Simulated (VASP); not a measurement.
A run of VASP 6.6.1 is set up as follows.

INCAR

```
SYSTEM = PbS
PREC = Accurate ; ENCUT = 600
EDIFF = 1E-7 ; ISMEAR = 0
SIGMA = 0.03 ; LREAL = .FALSE.
LASPH = .TRUE. ; NELM = 80
ALGO = Normal ; ISIF = 2
LWAVE = .FALSE. ; LCHARG = .FALSE.
GGA = PE ; IVDW = 12
IBRION = 2 ; NSW = 40
EDIFFG = -0.01
```

Contents of KPOINTS:

```
Automatic mesh
0
G
  8 8 8
  0 0 0
```

The input POSCAR:

```
PbS                                     
1.0
   -0.0000000000      2.9867230672      2.9867230672
    2.9867230672     -0.0000000000      2.9867230672
    2.9867230672      2.9867230672      0.0000000000
  Pb              S             
     1     1
Direct
     0.0000000000000000    1.0000000000000000    1.0000000000000000
     0.5000000000000000    0.5000000000000000    0.5000000000000000
```

Potentials or basis: VASP PAW PBE potentials, release 64 (Pb_d, S).

Command:

```bash
$ cat potpaw_PBE.64/Pb_d/POTCAR potpaw_PBE.64/S/POTCAR > POTCAR
$ mpirun -np 1 vasp_std > vasp.out
```

(1) Predict the band gap on the k mesh.

(2) What does it give for the dispersion energy per atom?

Answers

(1) 0.44 eV, direct.

(2) -0.340 eV.

Caveat: the relaxation stopped at its first step, so nothing moved; spin-orbit coupling is left out, which as a rule narrows the gap of such compounds by several tenths of an eV.
